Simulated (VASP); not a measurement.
CaS:

```xyz
2
Lattice="0.0000 2.8250 2.8250 2.8250 0.0000 2.8250 2.8250 2.8250 0.0000" Properties=species:S:1:pos:R:3 pbc="T T T"
Ca    0.0000    0.0000    0.0000
S     2.8250    2.8250    2.8250
```

The cell was built by a generator and needn't be a form met in nature.

| Quantity | Value |
| --- | --- |
| Program | VASP 6.6.1 |
| Task | relaxation of cell and atoms |
| Functional | LDA |
| Potentials or basis | VASP PAW LDA potentials, release 64 (Ca_sv, S) |
| Cutoff | 600 eV |
| k mesh | 8 × 8 × 8 |
| Occupations | gaussian, width 0.02 eV |
| Spin | no spin polarisation |

At the start: pressure -2.6 GPa; volume 22.55 Å³/atom.

Problem. Where does the relaxation end?

Solution. Over 3 steps the energy falls by 7.6 meV/atom and the volume is 21.63 Å³/atom (-4.1 %); space group Fm-3m (No. 225, to 0.05 Å).

Step by step:
| step | energy change (eV) | largest force (eV/Å) | pressure (GPa) | volume (Å³) |
| --- | --- | --- | --- | --- |
| 1 | 0.0000 | 0.0000 | -2.57 | 45.09 |
| 2 | -0.0140 | 0.0000 | 0.79 | 42.77 |
| 3 | -0.0152 | 0.0000 | -0.01 | 43.26 |

Final structure:
```yaml
crystal:
  lattice:
    - [0.00000, 2.78620, 2.78620]
    - [2.78620, 0.00000, 2.78620]
    - [2.78620, 2.78620, 0.00000]
  atoms:
    - { symbol: Ca, position: [0.00000, 0.00000, 0.00000] }
    - { symbol: S, position: [0.50000, 0.50000, 0.50000] }
```
